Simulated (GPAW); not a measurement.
Runs of GPAW 26.7.0 on Pb. Symmetry: Fm-3m, No. 225, cubic system. The conventional cell has a = 4.950 Å, b = 4.950 Å, c = 4.950 Å, α = 90.00°, β = 90.00°, γ = 90.00°. Pb (site symmetry m-3m) has 12 Pb at 3.50 Å as nearest neighbours. 

```csv
task,level,potentials or basis,k mesh,cutoff (eV),maxiter,fermi k mesh,gap on the mesh (eV),pressure (GPa),V0 of scaled cells (Å³/atom),B0 (GPa)
equation of state,PBEsol+D4,"PAW data sets generated in the run's folder for this functional, pw",9 × 9 × 9,600,150,-,-,-,29.00,(a)
equation of state,PBEsol+D3,"PAW data sets generated in the run's folder for this functional, pw",9 × 9 × 9,600,150,-,-,-,29.02,54
single point,LDA,"the program's PAW data sets (release 1.2.1) made for this functional, pw",8 × 8 × 8,500,80,-,none,(b),-,-
Fermi surface,PBEint,"PAW data sets generated in the run's folder for this functional, pw",9 × 9 × 9,600,150,14 × 14 × 14,none,-0.2,-,-
```

Alike in all rows: no spin polarisation; cell as given; smearing fermi-dirac 0.05 eV.

Problem. Fill in the values left out.

Solution. (a) 55; (b) -2.4.

Caveats: the cutoff is short for stress and forces, so pressures can be off by a GPa or more (some runs).

A k mesh can miss the band edges, and the runs leave out spin-orbit coupling on Pb.

A gap of «none» marks a metal or a gap under the smearing width.
